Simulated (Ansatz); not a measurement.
# Be: stress in a strained cell

Be is deformed so: z strained by +4 % at fixed volume. What stress and forces result, by LAPW, PAW and all-electron datasets made for the crystal?

Program: Ansatz 0.2.0. Level of theory: DFT PBE, scalar-relativistic. These are calculated values, not measurements.

1 further run of the same task is left out (set aside as unsound or not needed).

## Step 1: The system as given

The structure is cubic, space group Fm-3m (No. 225). The conventional cell has a = 3.158 Å, b = 3.158 Å, c = 3.158 Å, α = 90.00°, β = 90.00°, γ = 90.00°. Be (site symmetry m-3m) has 12 Be at 2.23 Å as nearest neighbours.

Coordinates:

```cif
data_structure
_symmetry_space_group_name_H-M 'P 1'
_symmetry_Int_Tables_number 1
_cell_length_a 2.2330
_cell_length_b 2.2330
_cell_length_c 2.2330
_cell_angle_alpha 60.000
_cell_angle_beta 60.000
_cell_angle_gamma 60.000
_cell_volume 7.87
loop_
_atom_site_label
_atom_site_type_symbol
_atom_site_fract_x
_atom_site_fract_y
_atom_site_fract_z
_atom_site_occupancy
Be1 Be 0.00000 0.00000 0.00000 1
```

## Step 2: The deformed structure

Space group Fm-3m before, I4/mmm after.

## Step 3: All-electron LAPW

input.yaml reads:

```yaml
crystal:
  lattice:
    - [0.0, 1.5482849045, 1.6421048677]
    - [1.5482849045, 0.0, 1.6421048677]
    - [1.5482849045, 1.5482849045, 0.0]
  atoms:
    - { symbol: Be, position: [0.0, 0.0, 0.0] }
kpoints:
  mp_grid: { grid: [20, 20, 20] }
scf:
  occupations: { method: fermi_dirac, width: 0.08 }
hamiltonian:
  xc: pbe
  pseudopotentials: { kind: all_electron, lapw: { basis_error: 0.0005 } }
output:
  forces: true
  stress: true
  eigenvalues: true
```

## Step 4: PAW with frozen cores

input.yaml, as its differences from that of step 3:

```diff
@@ -13,3 +13,3 @@
   xc: pbe
-  pseudopotentials: { kind: all_electron, lapw: { basis_error: 0.0005 } }
+  pseudopotentials: { kind: paw }
 output:
@@ -18 +18,2 @@
   eigenvalues: true
+  efg: { contact_densities: true }
```

## Step 5: Datasets made for this crystal

input.yaml, as its differences from that of step 4:

```diff
@@ -13,3 +13,3 @@
   xc: pbe
-  pseudopotentials: { kind: paw }
+  pseudopotentials: { kind: all_electron, datasets: crystal }
 output:
```

(Steps that only read results are left out.)

Q: Predict the outcome of this session. Wanted: pressure; largest shear or deviatoric stress.

As calculated:

```
                                 quantity                                           value
                                 pressure  LAPW 0.20, PAW 0.23, crystal datasets 0.19 GPa
largest shear or deviatoric stress (LAPW)                                        6.96 GPa
```

**Reading.** The largest part of the stress beyond the pressure is 6.96 GPa in size, in the zz component. No run of the undeformed cell stands beside it, so the pressure holds what the given cell had before the change. PAW: stress within 0.04 GPa of LAPW. Crystal datasets: stress within 0.01 GPa of LAPW.
